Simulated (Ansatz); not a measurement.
## MoS2 under changes of volume

One of the cells (31.721 Å³/atom); the others are scaled copies at fixed shape and fractional positions:

```
CELL_PARAMETERS angstrom
3.18454 0.00000 0.00000
-1.59227 2.75789 0.00000
0.00000 0.00000 21.67053
ATOMIC_POSITIONS crystal
Mo 0.33333 0.66667 0.85116
Mo 0.66667 0.33333 0.14884
S 0.66667 0.33333 0.77963
S 0.33333 0.66667 0.07725
S 0.66667 0.33333 0.92275
S 0.33333 0.66667 0.22037
```

* Program: Ansatz 0.2.0
* Functional: rPW86-PBE
* Dispersion: rVV10
* Potentials or basis: Ansatz PAW
* Cutoff: 420 eV (not typed: the program's choice for these potentials)
* k mesh: 10 × 10 × 2
* Occupations: fermi-dirac, width 0.05 eV
* Spin: no spin polarisation

| volume (Å³/atom) | energy over the lowest point (meV/atom) | gap on the mesh (eV) | largest force (eV/Å) |
| --- | --- | --- | --- |
| 29.817 | 76.25 | 1.46 | 1.856 |
| 30.452 | 45.36 | 1.43 | 1.449 |
| 31.086 | 23.12 | 1.40 | 1.073 |
| 31.721 | 8.65 | 1.37 | 0.724 |
| 32.355 | ? | ? | ? |
| 32.990 | 0.00 | 1.31 | 0.101 |
| 33.624 | 4.50 | 1.28 | 0.253 |

Task: What does the run at 32.355 Å³/atom give?

Result: Energy over the lowest point 1.17 meV/atom; gap on the mesh 1.34 eV; largest force 0.401 eV/Å.

Worked out: A Birch-Murnaghan fit of order 3 (a polynomial in V^(-2/3)) to the other rows has its minimum at 32.80 Å³/atom with B0 = V·E''(V) = 76 GPa and B' = 4.4 at fixed shape and positions, which overstates the stiffness. It gives 1.18 meV/atom at 32.355 Å³/atom, against the run's 1.17. A straight line through the other rows of the gap, of slope -1.5 eV per unit of ln V, gives 1.34 eV, against the run's 1.34.

Energies are extrapolated to zero smearing.

Caveats: the PAW data sets come from PBE, with cores solved anew for the run's functional, which leaves a small shift of forces and pressure.

A mesh can miss the band edges. Spin-orbit coupling on Mo is left out.
